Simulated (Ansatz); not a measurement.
# Tetragonal CuI monolayer in a perpendicular field

Wanted: the out-of-plane response of the tetragonal CuI monolayer. A positive field points along +c.

Program: Ansatz 0.2.0. Level of theory: plane-wave DFT, PBE-D3(BJ), Ansatz PAW (set soft_1); PAW set soft_1. Results are calculated unless marked as measured.

**1. The starting structure**

The cell holds 4 atoms: 2 I and 2 Cu. Cell: a = 4.200 Å, b = 4.200 Å, c = 37.775 Å, α = 90.0°, β = 90.0°, γ = 90.0°. Vacuum lies along c.

**2. Relaxing the slab**

The starting cell is a guess, so the in-plane lattice and the atoms are relaxed first, with the slab cut off from its images along the normal.

input.yaml

```yaml
crystal:
  lattice:
    - [4.2, 0.0, 0.0]
    - [0.0, 4.2, 0.0]
    - [0.0, 0.0, 37.7749879983]
  atoms:
    - { symbol: I, position: [0.5, 0.0, 0.4553277423] }
    - { symbol: Cu, position: [0.0, 0.0, 0.5] }
    - { symbol: Cu, position: [0.5, 0.5, 0.5] }
    - { symbol: I, position: [0.0, 0.5, 0.5446722577] }
  periodic: [true, true, false]
kpoints:
  mp_grid: { grid: [8, 8, 1] }
hamiltonian:
  xc: pbe
  dispersion: d3bj
  pseudopotentials: { kind: paw, azcp: { folder: soft_1 } }
scf:
  occupations: { method: fermi_dirac, width: 0.05 }
  convergence: { dr2_threshold: 1.0e-09 }
relax:
  f_tol: 0.004
  max_steps: 90
  cell: {}
output:
  write_potential: true
  write_density: true
  volumetric_format: npy
```

The run is started by

```bash
> ansatz run input.yaml --threads 2 --pin off --max-ram 3072MiB --backend cpu --events-out ev --progress --plain --runs-dir out
```

Numbers of over 12 decimals in the logs are rounded to 6 here.

The program printed:

```text
Warning: relax.cell: scf.convergence.dr2_threshold = 1e-9 eV is looser than the 2.23600715768e-10 eV advised for a relaxation that steers and ends on the stress (1e-10 eV for each atom of the cell: 4, times the square of relax.cell.stress_2d_tol = 0.05 N/m over 13.4 Å (the atoms' height at the walk's start and 5 Å past either face), 3.738e-2 GPa, over a crystal's default 0.05). What an SCF threshold leaves in a stress goes as its square root, and in the free energy as the threshold itself, and one threshold admits the most on a small cell: [figures from the program's tests cut] Set scf.convergence.dr2_threshold to 2.23600715768e-10 eV or tighter. [rest of the remark cut]
Engine: ansatz 0.2.0, aarch64-unknown-linux-gnu
Pseudopotentials: kind: paw
Pseudopotential: I, paw, valence charge 17, recommended cutoff 420 eV (normal), soft_1/I.paw.azcp
Pseudopotential: Cu, paw, valence charge 19, recommended cutoff 420 eV (normal), soft_1/Cu.paw.azcp
Functional definition: PBE
  parameter kappa = 0.804
  parameter beta = 0.066725
  exchange = pbe_x(kappa = kappa, mu = beta*pi^2/3)
  correlation = pbe_c(beta = beta)
Crystal: 4 atoms, lattice volume = 666.351 Å³
Basis set: ecut = 420 eV, 12891 PW (Γ), exchange–correlation on 60×60×512 points (8 copies of the dense FFT grid, shifted against one another)
Bands: 44, of which v1, the nominal top of the filled ones, is band 36 counted from 1 (35 counted from 0)
Symmetry: 16 space group operations
Space group: P4/nmm (ITA 129), of the structure as read, at distance tolerance 8.7e-5 Å
k-points: 15 of 64
Non-local potential: I, projectors of the file, l = 0: 2, l = 1: 2, l = 2: 2, l = 3: 1
Non-local potential: Cu, projectors of the file, l = 0: 3, l = 1: 2, l = 2: 3, l = 3: 1
PAW form: soft (Blöchl's): semilocal exchange-correlation on the pseudo side does not see the compensation charge
PAW one-centre angular grid: I, 590 points (default); XC on 64 Gauss nodes
PAW one-centre angular grid: Cu, 590 points (default); XC on 64 Gauss nodes
Initial density: superposition of atomic densities (neutral atoms: chi_scale 0, normalization atom)
Initial wavefunctions: pseudopotential atomic-orbital guess
Functional: x = pbe(κ = 0.804, μ = 0.219515), c = pbe(β = 0.066725)
SCF iter   1: F=—  HF=-28278.448943 eV  |F-HF|=—  |Δ(HF+E_count)|=         —  Δρ=2.70e-2  dr2=3.35e0  ethr=3.10e-3  ⟨swp⟩=19.4  Hψ=4693  notcnv=0  defer=2
preconditioner: auto → Resta (q_TF=auto, 1.883 Å⁻¹)  ε∞=2.2  [insulator: Δε(μ)=1.380 eV  Ē_g=7.941 eV  σ=0.050 eV  W_gap=1.00  n_scr=74 (ndim 8)  ℏωp=8.6 eV  f_vac=0.814  D(μ)=0.00/eV (n_scr^D=0)  ε∞_Penn≈2.2  vacuum switching on, ρ_ref=4.6e-3 e/Å³]
SCF iter   2: F=—  HF=-28278.782784 eV  |F-HF|=—  |Δ(HF+E_count)|=   3.34e-1  Δρ=2.68e-2  dr2=2.88e0  ethr=3.10e-3  ⟨swp⟩=3.8  Hψ=1610  notcnv=0  defer=48
SCF iter   3: F=—  HF=-28277.937960 eV  |F-HF|=—  |Δ(HF+E_count)|=   8.45e-1  Δρ=3.72e-3  dr2=8.55e-2  ethr=3.10e-3  ⟨swp⟩=3.7  Hψ=1593  notcnv=0  defer=35
SCF iter   4: F=—  HF=-28277.917727 eV  |F-HF|=—  |Δ(HF+E_count)|=   2.02e-2  Δρ=1.23e-3  dr2=9.73e-3  ethr=1.19e-4  ⟨swp⟩=3.2  Hψ=1187  notcnv=0  defer=54
SCF iter   5: F=—  HF=-28277.918379 eV  |F-HF|=—  |Δ(HF+E_count)|=   6.52e-4  Δρ=7.19e-4  dr2=3.50e-3  ethr=1.35e-5  ⟨swp⟩=3.0  Hψ=1104  notcnv=0  defer=54
SCF iter   6: F=—  HF=-28277.918313 eV  |F-HF|=—  |Δ(HF+E_count)|=   6.58e-5  Δρ=5.91e-4  dr2=1.93e-3  ethr=4.85e-6  ⟨swp⟩=1.4  Hψ=669  notcnv=0  defer=54
SCF iter   7: F=—  HF=-28277.918056 eV  |F-HF|=—  |Δ(HF+E_count)|=   2.57e-4  Δρ=1.10e-4  dr2=5.51e-5  ethr=2.68e-6  ⟨swp⟩=2.1  Hψ=795  notcnv=0  defer=54
SCF iter   8: F=—  HF=-28277.918082 eV  |F-HF|=—  |Δ(HF+E_count)|=   2.56e-5  Δρ=1.48e-5  dr2=3.64e-6  ethr=7.65e-8  ⟨swp⟩=3.3  Hψ=1267  notcnv=0  defer=54
SCF iter   9: F=—  HF=-28277.918114 eV  |F-HF|=—  |Δ(HF+E_count)|=   3.25e-5  Δρ=1.17e-5  dr2=5.19e-7  ethr=5.05e-9  ⟨swp⟩=2.9  Hψ=1190  notcnv=0  defer=54
SCF iter  10: F=—  HF=-28277.918114 eV  |F-HF|=—  |Δ(HF+E_count)|=   5.09e-8  Δρ=4.86e-7  dr2=7.07e-9  ethr=7.20e-10  ⟨swp⟩=2.7  Hψ=924  notcnv=0  defer=54
SCF iter  11: F=-28277.918114 eV  HF=-28277.918114 eV  |F-HF|=2.55e-10  |Δ(HF+E_count)|=   3.57e-9  Δρ=1.50e-7  dr2=1.71e-10  ethr=1.39e-12  ⟨swp⟩=12.3  Hψ=4828  notcnv=0
SCF 1 converged in 11 iterations: F = -28277.918114 eV  dr2 = 1.71e-10
  greatest PAW one-centre occupation: 1.000 electrons in one spin orbital (limit 2), on the Cu atom at site 2 (counted from 0), in its partial waves of l = 0
relax step   1: F+E_penalty+E_count = -28277.91811430 eV  Δ(F+E_penalty+E_count) = +0.000e0 eV  max|allowed force component| = 2.935e-1 eV/Å  Δτ_max = 0.0000 Å  P = -1.875 N/m  Ω = 666.351 Å³  fix = [c, alpha, beta]  reactions: c +0.000 N/m  (11 SCF iters, accepted)
Crystal: 4 atoms, lattice volume = 645.457 Å³
Basis set: ecut = 420 eV, 12559 PW (Γ), exchange–correlation on 60×60×512 points (8 copies of the dense FFT grid, shifted against one another)
Initial density: handed on by an earlier stage of this run
Initial wavefunctions: those handed on with the density
iter 1 solved again at ethr=2.93e-5 eV; its pass at ethr=3.10e-3 eV (dr2=2.11e-2 eV) is discarded
SCF iter   1: F=—  HF=-28277.972513 eV  |F-HF|=—  |Δ(HF+E_count)|=         —  Δρ=2.39e-3  dr2=2.25e-2  ethr=2.93e-5  ⟨swp⟩=3.3  Hψ=3737  notcnv=0  defer=1
preconditioner: auto → Resta (q_TF=auto, 1.893 Å⁻¹)  ε∞=2.1  [insulator: Δε(μ)=2.109 eV  Ē_g=8.456 eV  σ=0.050 eV  W_gap=1.00  n_scr=74 (ndim 8)  ℏωp=8.8 eV  f_vac=0.819  D(μ)=0.00/eV (n_scr^D=0)  ε∞_Penn≈2.1  vacuum switching on, ρ_ref=5.2e-3 e/Å³]
SCF iter   2: F=—  HF=-28277.973863 eV  |F-HF|=—  |Δ(HF+E_count)|=   1.35e-3  Δρ=2.43e-3  dr2=2.32e-2  ethr=2.93e-5  ⟨swp⟩=2.6  Hψ=1357  notcnv=0  defer=1
SCF iter   3: F=—  HF=-28277.968208 eV  |F-HF|=—  |Δ(HF+E_count)|=   5.66e-3  Δρ=4.39e-4  dr2=7.89e-4  ethr=2.93e-5  ⟨swp⟩=3.1  Hψ=1352  notcnv=0  defer=6
SCF iter   4: F=—  HF=-28277.968114 eV  |F-HF|=—  |Δ(HF+E_count)|=   9.40e-5  Δρ=1.36e-4  dr2=5.89e-5  ethr=1.10e-6  ⟨swp⟩=2.8  Hψ=1060  notcnv=0  defer=7
SCF iter   5: F=—  HF=-28277.968148 eV  |F-HF|=—  |Δ(HF+E_count)|=   3.44e-5  Δρ=3.39e-5  dr2=4.76e-6  ethr=8.18e-8  ⟨swp⟩=3.1  Hψ=1051  notcnv=0  defer=7
SCF iter   6: F=—  HF=-28277.968180 eV  |F-HF|=—  |Δ(HF+E_count)|=   3.16e-5  Δρ=6.41e-6  dr2=3.17e-7  ethr=6.61e-9  ⟨swp⟩=2.8  Hψ=1120  notcnv=0  defer=7
SCF iter   7: F=—  HF=-28277.968180 eV  |F-HF|=—  |Δ(HF+E_count)|=   3.81e-8  Δρ=2.57e-6  dr2=2.74e-8  ethr=4.41e-10  ⟨swp⟩=3.5  Hψ=1444  notcnv=0  defer=7
[...]
SCF iter   5: F=—  HF=-28277.999983 eV  |F-HF|=—  |Δ(HF+E_count)|=   2.24e-5  Δρ=5.57e-5  dr2=2.10e-5  ethr=1.43e-7  ⟨swp⟩=2.9  Hψ=1268  notcnv=0  defer=6
SCF iter   6: F=—  HF=-28277.999992 eV  |F-HF|=—  |Δ(HF+E_count)|=   9.48e-6  Δρ=3.38e-5  dr2=3.40e-6  ethr=2.91e-8  ⟨swp⟩=3.1  Hψ=1115  notcnv=0  defer=6
SCF iter   7: F=—  HF=-28278.000019 eV  |F-HF|=—  |Δ(HF+E_count)|=   2.62e-5  Δρ=3.29e-6  dr2=3.96e-8  ethr=4.72e-9  ⟨swp⟩=2.7  Hψ=1247  notcnv=0  defer=6
SCF iter   8: F=—  HF=-28278.000019 eV  |F-HF|=—  |Δ(HF+E_count)|=   3.43e-8  Δρ=1.20e-6  dr2=4.91e-9  ethr=5.50e-11  ⟨swp⟩=4.0  Hψ=1612  notcnv=0  defer=6
SCF iter   9: F=-28278.000019 eV  HF=-28278.000019 eV  |F-HF|=1.10e-9  |Δ(HF+E_count)|=   7.58e-9  Δρ=4.27e-7  dr2=6.26e-10  ethr=1.39e-12  ⟨swp⟩=11.4  Hψ=4564  notcnv=0
SCF 3 converged in 9 iterations: F = -28278.000019 eV  dr2 = 6.26e-10
relax step   3: F+E_penalty+E_count = -28278.00001871 eV  Δ(F+E_penalty+E_count) = -3.184e-2 eV  max|allowed force component| = 1.337e-1 eV/Å  Δτ_max = 0.0449 Å  P = -0.225 N/m  Ω = 622.753 Å³  energy of the carried Pulay correction = +3.012e-3 eV  fix = [c, alpha, beta]  reactions: c +0.000 N/m  (9 SCF iters, accepted)
[...]
relax step   4: F+E_penalty+E_count = -28278.01118817 eV  Δ(F+E_penalty+E_count) = -1.117e-2 eV  max|allowed force component| = 9.897e-3 eV/Å  Δτ_max = 0.0423 Å  P = -0.082 N/m  Ω = 607.603 Å³  energy of the carried Pulay correction = +4.143e-3 eV  fix = [c, alpha, beta]  reactions: c +0.000 N/m  (9 SCF iters, accepted)
[...]
relax step   5: F+E_penalty+E_count = -28278.01180714 eV  Δ(F+E_penalty+E_count) = -6.190e-4 eV  max|allowed force component| = 1.715e-3 eV/Å  Δτ_max = 0.0078 Å  P = +0.015 N/m  Ω = 603.624 Å³  energy of the carried Pulay correction = +4.448e-3 eV  fix = [c, alpha, beta]  reactions: c +0.000 N/m  (8 SCF iters, accepted)
Basis set: ecut = 420 eV, 11791 PW (Γ), exchange–correlation on 54×54×512 points (8 copies of the dense FFT grid, shifted against one another)
Initial wavefunctions: pseudopotential atomic-orbital guess (no wavefunctions were taken with the density)
iter 1 solved again at ethr=1.22e-6 eV; its pass at ethr=3.10e-3 eV (dr2=8.80e-4 eV) is discarded
SCF iter   1: F=—  HF=-28278.007230 eV  |F-HF|=—  |Δ(HF+E_count)|=         —  Δρ=9.17e-5  dr2=1.63e-5  ethr=1.22e-6  ⟨swp⟩=5.3  Hψ=7006  notcnv=0
preconditioner: auto → Resta (q_TF=auto, 1.914 Å⁻¹)  ε∞=2.1  [insulator: Δε(μ)=2.110 eV  Ē_g=8.539 eV  σ=0.050 eV  W_gap=1.00  n_scr=74 (ndim 8)  ℏωp=9.1 eV  f_vac=0.814  D(μ)=0.00/eV (n_scr^D=0)  ε∞_Penn≈2.1  vacuum switching on, ρ_ref=5.3e-3 e/Å³]
SCF iter   2: F=—  HF=-28278.007251 eV  |F-HF|=—  |Δ(HF+E_count)|=   2.07e-5  Δρ=2.49e-4  dr2=2.05e-4  ethr=2.26e-8  ⟨swp⟩=3.3  Hψ=1475  notcnv=0
SCF iter   3: F=—  HF=-28278.007312 eV  |F-HF|=—  |Δ(HF+E_count)|=   6.12e-5  Δρ=2.63e-4  dr2=2.83e-4  ethr=2.26e-8  ⟨swp⟩=3.9  Hψ=1501  notcnv=0
SCF iter   4: F=—  HF=-28278.007236 eV  |F-HF|=—  |Δ(HF+E_count)|=   7.63e-5  Δρ=5.18e-6  dr2=1.56e-7  ethr=2.26e-8  ⟨swp⟩=3.3  Hψ=1460  notcnv=0
SCF iter   5: F=—  HF=-28278.007389 eV  |F-HF|=—  |Δ(HF+E_count)|=   1.53e-4  Δρ=3.19e-6  dr2=1.98e-8  ethr=2.17e-10  ⟨swp⟩=3.4  Hψ=1359  notcnv=0
SCF iter   6: F=-28278.007389 eV  HF=-28278.007389 eV  |F-HF|=3.49e-10  |Δ(HF+E_count)|=   6.49e-8  Δρ=5.26e-7  dr2=5.00e-10  ethr=1.39e-12  ⟨swp⟩=19.1  Hψ=6189  notcnv=0
the search or the solves at the SCF's close seem to have found levels that the self-consistency loop had missed (the run counts 1). By its estimate they hold under 1e-12 electrons; where the run keeps them, the occupations were computed again with them
SCF 6 converged in 6 iterations: F = -28278.007389 eV  dr2 = 5.00e-10
relax step   6: F+E_penalty+E_count = -28278.00738909 eV  Δ(F+E_penalty+E_count) = +4.418e-3 eV  max|allowed force component| = 2.194e-3 eV/Å  Δτ_max = 0.0000 Å  P = +0.009 N/m  Ω = 603.624 Å³  fix = [c, alpha, beta]  reactions: c +0.000 N/m  stress off target by 8.84e-3 N/m on what of the cell is left free  SCF on the basis re-selected at this cell (its energy is not comparable with the rows above)  (6 SCF iters)
basis re-selected at this cell: Δ(F+E_penalty+E_count) = +4.418e-3 eV, ΔP = -0.006 N/m vs the last step (what re-selecting the basis moved, of the pressure what is left beyond the Pulay correction that the steps carried, after the strain that the cell walked since its last selection, with what the two solves' SCF thresholds leave and, on support functions, any second-order correction that the steps lacked; it is no measure of the basis error at this ecutwfc). The dense FFT grid was sized anew with the basis: this SCF ran on 27×27×256 points, the steps before it on 30×30×256, so part of this shift can come from that change (see relax.cell in the input reference). [rest of the remark cut]
WARN: The output density's exchange-correlation potential varies sharply where the density is thin. Do not read a vacuum level from v_tot or v_xc, or from such a field of the output density. On a cell that repeats whose density bears no net charge and no dipole along the vacuum's axis use v_es (v_loc + v_h of the components); under efield.dipole_correction with no amplitude use v_es + v_field, which holds any externa [...]
SCF converged after 6 iterations
Free energy (F): -28278.007389 eV
Harris-Foulkes:  -28278.007389 eV  (|F-HF|=3.49e-10)
Internal energy: -28278.007389 eV  (E = F + TS)
E sigma→0 (E₀):  -28278.007389 eV
Fermi energy:    -3.573168 eV
--- Per-component energies (eV) ---
  E_band       = -2647.479480
  E_kinetic    = 839.440811
  E_local      = -249512.774657  (includes V_loc(G=0)·N_el)
  E_nonlocal   = 2032.718628
  E_hartree    = 123276.976122
  E_xc         = -350.705232
  E_vxc        = -396.154749  (∫ρ·V_xc dr)
  E_paw        = -13211.542488  (= ΣΔE_a)
  E_vpaw       = -2164.658353  (= ΣTr[D̂ρ^β])
  E_aug_tail   = -0.002947  (compensation charges beyond the density's cutoff)
  E_ewald      = 108648.974758
  E_disp       = -1.092385  (pairwise vdW)
  E_smearing   = -0.000000  (= −TS)
  E_closure    = 0.000000  (closes the sum)
  Σ components = -28278.007389   (vs F -28278.007389, Δ=0.00e0)
--- Forces (eV/Å), atoms counted from 1 ---
  atom   1  I      0.00000000     0.00000000    -0.00219402
  atom   2  Cu     0.00000000     0.00000000     0.00000000
  atom   3  Cu     0.00000000     0.00000000    -0.00000000
  atom   4  I      0.00000000     0.00000000     0.00219402
  max |Σ_I F_I| component: 8.33e-17 eV/Å
--- 2D stress c σ (N/m, compression-positive) ---
        0.008838       0.000000       0.000000
        0.000000       0.008838       0.000000
        0.000000       0.000000       0.000000
  P = ½ c Tr σ = 0.0088 N/m
--- Band table (eV; the first three rows and the last of 15) ---
  k-point 0: bands = [... 32 lower, -5.8662, -5.6661, -4.6786, -4.6786, -2.5701, -1.0680 (-1.0680°), -1.0340 (-1.0340°), -0.3139 (-0.3150°), ... 4 higher]
  k-point 1: bands = [... 32 lower, -5.6979, -5.5732, -4.9959, -4.6853, -2.2457, -1.1408 (-1.1408°), -0.4173 (-0.4174°), -0.3305 (-0.3308°), ... 4 higher]
  k-point 2: bands = [... 32 lower, -5.5676, -5.3927, -5.3826, -4.7166, -1.7742, -1.6235, -0.3093 (-0.3093°), 0.2371 (0.2363°), ... 4 higher]
  k-point 14: bands = [... 32 lower, -6.2146, -6.2146, -5.5408, -5.5408, -1.3754, -1.3754, -1.2720, -1.2720, ... 4 higher]
  ° read free of the cell's end (the report's vacuum.weakly_bound_levels)
--- Relaxed structure (5 steps of the walk, 5 accepted, 1 SCFs on fresh bases) ---
  F+E_penalty+E_count = -28278.00738909 eV   max|allowed force component| = 2.194e-3 eV/Å   (the final SCF, on the basis selected at the relaxed cell)
  cell:  # Å, volume = 603.6236 Å³
    - [3.997431, 0, 0.0]
    - [0, 3.997431, 0.0]
    - [0.0, 0.0, 37.7749879983]
  atoms:
    - { symbol: I, position: [0.5, 0.0, 0.453835] }
    - { symbol: Cu, position: [0, 0, 0.5] }
    - { symbol: Cu, position: [0.5, 0.5, 0.5] }
    - { symbol: I, position: [0, 0.5, 0.546165] }
```

It took 71 s on 2 threads of Arm Neoverse V2, shared host; peak memory 0.95 GiB; 2.3 min of CPU time.

The steps of the relaxation:

```tsv
step	energy less that of the first step (eV)	largest force component (eV/Å)	volume (Å³)
1	0.0000	0.2935	666.35
2	-0.0501	0.1859	645.46
3	-0.0819	0.1337	622.75
4	-0.0931	0.0099	607.60
5	-0.0937	0.0017	603.62
6*	-0.0893	0.0022	603.62
```

Relaxation steps marked * repeat the geometry before them on a plane-wave basis chosen anew for their cell, so energy and pressure can jump there.

The run keeps the 16 symmetry operations that it works with, so distortions that break them were not tested.

```tsv
cell as run	before	after	change
a (Å)	4.200	3.997	-4.8 %
b (Å)	4.200	3.997	-4.8 %
```

The atoms that moved most (Å, along periodic axes as changes of fractional coordinates times the final cell, across vacuum about the mean position):

```tsv
atom	dx	dy	dz	length
I1	0.000	0.000	-0.056	0.056
I4	0.000	0.000	0.056	0.056
```

Final coordinates:

```cif
data_structure
_symmetry_space_group_name_H-M 'P 1'
_symmetry_Int_Tables_number 1
_cell_length_a 3.9974
_cell_length_b 3.9974
_cell_length_c 37.7750
_cell_angle_alpha 90.000
_cell_angle_beta 90.000
_cell_angle_gamma 90.000
_cell_volume 603.62
loop_
_atom_site_label
_atom_site_type_symbol
_atom_site_fract_x
_atom_site_fract_y
_atom_site_fract_z
_atom_site_occupancy
I1 I 0.50000 0.00000 0.45383 1
Cu2 Cu 0.00000 0.00000 0.50000 1
Cu3 Cu 0.50000 0.50000 0.50000 1
I4 I 0.00000 0.50000 0.54617 1
```

Numbers from this step:

| Item | Value |
| --- | --- |
| gap on the k-mesh | 2.108 eV |

The lattice constant a goes from 4.200 to 3.997 Å.

(Continued in part 2 of 2.)

[Logs are printed without paths, hosts, clocks, repeated set-up lines and the standing remarks that a program may print on its own settings, such as how far it seeks lower states.]

[Hosts, paths, dates, database ids (printed as entryN), source tags and the programs' standing remarks are cut or masked in the printed files.]

[Maps of the electrostatic potential energy from Ansatz leave out the sawtooth potential of an applied field or a dipole correction, so their vacuum need not be flat; planar profiles and work functions include it.]
